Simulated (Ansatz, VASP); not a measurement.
## One calculation of InP, two programs

INCAR

```
SYSTEM = InP
PREC = Accurate
ENCUT = 520
EDIFF = 1E-6
ISMEAR = -1
SIGMA = 0.05
LREAL = .False.
LASPH = .True.
NELM = 60
ALGO = Normal
ISIF = 2
LWAVE = .False.
LCHARG = .False.
GGA = PS
NBANDS = 16
```

File KPOINTS:

```
Automatic mesh
0
Gamma
  8 8 8
  0 0 0
```

Contents of POSCAR:

```
InP
1.0
    0.0000000000      2.8231386496      2.8231386496
    2.8231386496      0.0000000000      2.8231386496
    2.8231386496      2.8231386496      0.0000000000
In P
1 1
Direct
    0.0000000000      0.0000000000      0.0000000000
    0.5000000000      0.5000000000      0.5000000000
```

File input.yaml:

```yaml
crystal:
  lattice:
    - [0.0, 2.8231386496, 2.8231386496]
    - [2.8231386496, 0.0, 2.8231386496]
    - [2.8231386496, 2.8231386496, 0.0]
  atoms:
    - { symbol: In, position: [0.0, 0.0, 0.0] }
    - { symbol: P, position: [0.5, 0.5, 0.5] }
kpoints:
  mp_grid: { grid: [8, 8, 8] }
scf:
  occupations: { method: fermi_dirac, width: 0.05 }
hamiltonian:
  xc: pbesol
  pseudopotentials: { kind: all_electron, lapw: { basis_error: 0.001 } }
output:
  forces: true
  stress: true
  eigenvalues: true
```

Change from the starting cell: volume scaled by 1.06.

Alike in both runs: task single point; functional PBEsol; k mesh 8 × 8 × 8; occupations fermi-dirac, width 0.05 eV; no spin polarisation.

|  | VASP | Ansatz |
| --- | --- | --- |
| version | VASP 6.6.1 | Ansatz 0.2.0 |
| potentials or method | VASP PAW PBE potentials, release 64 (In_d, P) | all-electron LAPW, scalar-relativistic |
| plane-wave cutoff (eV) | 520 | see its input |

|  | VASP | Ansatz | Ansatz less VASP |
| --- | --- | --- | --- |
| gap on the k mesh at the Fermi level (eV) | none | none | - |
| pressure (GPa) | -6.7 | -6.7 | -0.01 |

A gap of «none» marks a metal or a gap that the smearing closes. Ansatz ran all-electron here, so the differences hold the error of VASP's frozen core and of both bases.

Caveats: the PAW data sets were made with another functional, which shifts forces and pressure a little (VASP).
